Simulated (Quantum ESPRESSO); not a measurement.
# NaF (Villiaumite) (Fm-3m) in Quantum ESPRESSO: further runs, part 2 of 2

Quantum ESPRESSO 7.5. The steps go on from the part before.

**3. Phonons, PBEsol**

Input file pw.in:

```
&CONTROL
  calculation = 'scf'
  prefix = 'pwscf'
  outdir = './tmp'
  pseudo_dir = './pseudo'
  tprnfor = .true.
  tstress = .true.
  disk_io = 'low'
/
&SYSTEM
  ibrav = 0
  nat = 2
  ntyp = 2
  ecutwfc = 45
  ecutrho = 360
  nbnd = 14
  occupations = 'smearing'
  smearing = 'fd'
  degauss = 0.00367493
/
&ELECTRONS
  conv_thr = 4d-10
  electron_maxstep = 120
  mixing_beta = 0.5
/
ATOMIC_SPECIES
Na    22.9898 na_pbesol_v1.5.uspp.F.UPF
F     18.9984 f_pbesol_v1.4.uspp.F.UPF
CELL_PARAMETERS bohr
   0.0000000000    4.3841646091    4.3841646091
   4.3841646091    0.0000000000    4.3841646091
   4.3841646091    4.3841646091    0.0000000000
ATOMIC_POSITIONS bohr
Na     0.0000000000    0.0000000000    0.0000000000
F      4.3841646091    4.3841646091    4.3841646091
K_POINTS automatic
6 6 6 1 1 1
```

Input file relax.in:

```
&CONTROL
  calculation = 'vc-relax'
  prefix = 'pwscf'
  outdir = './tmp'
  pseudo_dir = './pseudo'
  tprnfor = .true.
  tstress = .true.
  disk_io = 'low'
  nstep = 40
  forc_conv_thr = 0.0001
  etot_conv_thr = 1d-06
/
&SYSTEM
  ibrav = 0
  nat = 2
  ntyp = 2
  ecutwfc = 45
  ecutrho = 360
  nbnd = 14
  occupations = 'smearing'
  smearing = 'fd'
  degauss = 0.00367493
/
&ELECTRONS
  conv_thr = 4d-10
  electron_maxstep = 120
  mixing_beta = 0.5
/
&IONS
  ion_dynamics = 'bfgs'
/
&CELL
  cell_dynamics = 'bfgs'
  press = 0
  press_conv_thr = 0.2
/
ATOMIC_SPECIES
Na    22.9898 na_pbesol_v1.5.uspp.F.UPF
F     18.9984 f_pbesol_v1.4.uspp.F.UPF
CELL_PARAMETERS bohr
   0.0000000000    4.3841646091    4.3841646091
   4.3841646091    0.0000000000    4.3841646091
   4.3841646091    4.3841646091    0.0000000000
ATOMIC_POSITIONS bohr
Na     0.0000000000    0.0000000000    0.0000000000
F      4.3841646091    4.3841646091    4.3841646091
K_POINTS automatic
6 6 6 1 1 1
```

Input file scf2.in:

```
&CONTROL
  calculation = 'scf'
  prefix = 'pwscf'
  outdir = './tmp'
  pseudo_dir = './pseudo'
  tprnfor = .true.
  tstress = .true.
  disk_io = 'low'
/
&SYSTEM
  ibrav = 0
  nat = 2
  ntyp = 2
  ecutwfc = 45
  ecutrho = 360
  nbnd = 14
  occupations = 'fixed'
/
&ELECTRONS
  conv_thr = 1d-13
  electron_maxstep = 120
  mixing_beta = 0.5
  startingpot = 'file'
  startingwfc = 'file'
/
ATOMIC_SPECIES
Na    22.9898 na_pbesol_v1.5.uspp.F.UPF
F     18.9984 f_pbesol_v1.4.uspp.F.UPF
CELL_PARAMETERS bohr
   0.0000000000    4.3887059186    4.3887059186
   4.3887059186    0.0000000000    4.3887059186
   4.3887059186    4.3887059186    0.0000000000
ATOMIC_POSITIONS bohr
Na     0.0000000000    0.0000000000    0.0000000000
F      4.3887059186    4.3887059186    4.3887059186
K_POINTS automatic
6 6 6 1 1 1
```

Input file ph.in:

```
phonons of NaF
&INPUTPH
  prefix = 'pwscf'
  outdir = './tmp'
  tr2_ph = 1d-18
  fildyn = 'dyn'
  niter_ph = 90
  alpha_mix(1) = 0.7
/
0.5303300859 0.5303300859 0.0000000000
```

Potentials or basis: GBRV 1.5 PBEsol.

Started as:

```console
$ OMP_NUM_THREADS=1 pw.x -in pw.in > pw.out
$ OMP_NUM_THREADS=1 pw.x -in relax.in > relax.out
$ OMP_NUM_THREADS=1 pw.x -in scf2.in > scf2.out
$ OMP_NUM_THREADS=1 ph.x -in ph.in > ph.out
```

pw.out:

```text
This program is part of the open-source Quantum ESPRESSO suite
     for quantum simulation of materials; please cite
[... 9 lines left out ...]
     --------------------
     sticks:   dense  smooth     PW     G-vecs:    dense   smooth      PW
     Sum         955     475    163                19579     6855    1291

     Using Slab Decomposition

     bravais-lattice index     =            0
     lattice parameter (alat)  =       6.2001  a.u.
     unit-cell volume          =     168.5352 (a.u.)^3
     number of atoms/cell      =            2
     number of atomic types    =            2
     number of electrons       =        16.00
     number of Kohn-Sham states=           14
     kinetic-energy cutoff     =      45.0000  Ry
     charge density cutoff     =     360.0000  Ry
     scf convergence threshold =      4.0E-10
     mixing beta               =       0.5000
     number of iterations used =            8  plain     mixing
     Exchange-correlation= SLA  PW   PSX  PSC
                           (   1   4  10   8   0   0   0)

     celldm(1)=   6.200145  celldm(2)=   0.000000  celldm(3)=   0.000000
     celldm(4)=   0.000000  celldm(5)=   0.000000  celldm(6)=   0.000000

[... 8 lines left out ...]
               b(3) = (  0.707107  0.707107 -0.707107 )

     PseudoPot. # 1 for Na read from file:
     na_pbesol_v1.5.uspp.F.UPF
     Pseudo is Ultrasoft, Zval =  9.0
     Generated by new atomic code, or converted to UPF format
     Using radial grid of  819 points,  5 beta functions with:
                l(1) =   0
                l(2) =   0
                l(3) =   1
[... 62 lines left out ...]

     Initial potential from superposition of free atoms

     starting charge      15.9936, renormalised to      16.0000
     Starting wfcs are    9 randomized atomic wfcs +    5 random wfcs

     Self-consistent Calculation

     iteration #  1     ecut=    45.00 Ry     beta= 0.50
     Davidson diagonalization with overlap
     ethr =  1.00E-02,  avg # of iterations =  5.4

     total energy              =    -143.85401191 Ry
     estimated scf accuracy    <       0.19752647 Ry
[... 50 lines left out ...]
     iteration #  9     ecut=    45.00 Ry     beta= 0.50
     Davidson diagonalization with overlap
     ethr =  1.85E-11,  avg # of iterations =  1.8

     End of self-consistent calculation

          k = 0.0589 0.0589 0.0589 (   881 PWs)   bands (ev):

   -46.1186 -18.4967 -18.1612 -18.1612 -18.0290   0.5331   0.6578   0.6578
     7.0645  18.4789  19.5807  19.5807  23.4334  24.1946
[... 73 lines left out ...]
   -46.1023 -18.4125 -18.2599 -18.2112 -17.9660  -0.5959   0.2110   0.2734
    13.0635  13.7866  14.8972  20.0984  20.2788  24.9389

          k =-0.5303 0.1768-0.0589 (   862 PWs)   bands (ev):

   -46.1041 -18.6858 -18.2222 -18.2072 -17.7025  -0.5340   0.1572   0.2968
    11.7755  14.0136  16.8725  19.3437  21.0637  26.2050

          k =-0.4125 0.0589 0.0589 (   856 PWs)   bands (ev):
[... 51 lines left out ...]
   -46.1048 -18.9195 -18.2042 -18.1787 -17.4671  -0.7540   0.1833   0.3821
    11.7827  13.2167  18.2994  20.6324  21.8678  24.0438

     the Fermi energy is     4.3855 ev

!    total energy              =    -143.91552016 Ry
     estimated scf accuracy    <          7.5E-11 Ry
     smearing contrib. (-TS)   =       0.00000000 Ry
     internal energy E=F+TS    =    -143.91552016 Ry

     The total energy is F=E-TS. E is the sum of the following terms:
     one-electron contribution =     -86.85260705 Ry
     hartree contribution      =      50.02826865 Ry
     xc contribution           =     -23.45627312 Ry
     ewald contribution        =     -83.63490864 Ry

     convergence has been achieved in   9 iterations

     Forces acting on atoms (cartesian axes, Ry/au):

     atom    1 type  1   force =     0.00000000    0.00000000    0.00000000
     atom    2 type  2   force =     0.00000000    0.00000000    0.00000000

     Total force =     0.000000     Total SCF correction =     0.000000

     Computing stress (Cartesian axis) and pressure

          total   stress  (Ry/bohr**3)                   (kbar)     P=        1.63
   0.00001105   0.00000000   0.00000000            1.63        0.00        0.00
   0.00000000   0.00001105   0.00000000            0.00        1.63        0.00
   0.00000000   0.00000000   0.00001105            0.00        0.00        1.63

=------------------------------------------------------------------------------=
   JOB DONE.
=------------------------------------------------------------------------------=
```

relax.out:

```text
This program is part of the open-source Quantum ESPRESSO suite
     for quantum simulation of materials; please cite
[... 9 lines left out ...]
     --------------------
     sticks:   dense  smooth     PW     G-vecs:    dense   smooth      PW
     Sum         955     475    163                19579     6855    1291
[... 1416 lines left out ...]
   0.00000081   0.00000000   0.00000000            0.12        0.00        0.00
   0.00000000   0.00000081   0.00000000            0.00        0.12        0.00
   0.00000000   0.00000000   0.00000081            0.00        0.00        0.12

=------------------------------------------------------------------------------=
   JOB DONE.
=------------------------------------------------------------------------------=
```

Run time: 8.9 min. Hardware: 1 thread of Arm Neoverse V2, shared host; peak memory 0.09 GiB.

What came out:

```yaml
Free_energy: -1958.0705 eV
Relaxed_volume: 12.53 Å³/atom
Relaxed_cell: a = 3.284 Å, b = 3.284 Å, c = 3.284 Å, α = 60.00°, β = 60.00°, γ = 60.00°
Space_group_after_relaxing_to_0.05_Å: Fm-3m (No. 225)
Pressure_after_relaxing: 0.0 GPa
Highest_phonon_frequency_at_the_q_point_run: 272 cm⁻¹
```

Final structure:
```
Na F
1.0
     0.00000    2.32240    2.32240
     2.32240    0.00000    2.32240
     2.32240    2.32240    0.00000
Na F
1 1
Direct
  0.00000 0.00000 0.00000
  0.50000 0.50000 0.50000
```

Phonon frequencies in cm⁻¹ (negative: imaginary):
| q point | frequencies |
| --- | --- |
| (0.375, 0.375, 0.750) | 155 211 229 236 262 272 |

Phonon modes at q = (0.375, 0.375, 0.750) in reciprocal lattice units:
| mode | symmetry | cm⁻¹ |
| --- | --- | --- |
| 1 | B_1 | 155 |
| 2 | A_1 | 211 |
| 3 | B_2 | 229 |
| 4 | B_1 | 236 |
| 5 | A_1 | 262 |
| 6 | B_2 | 272 |
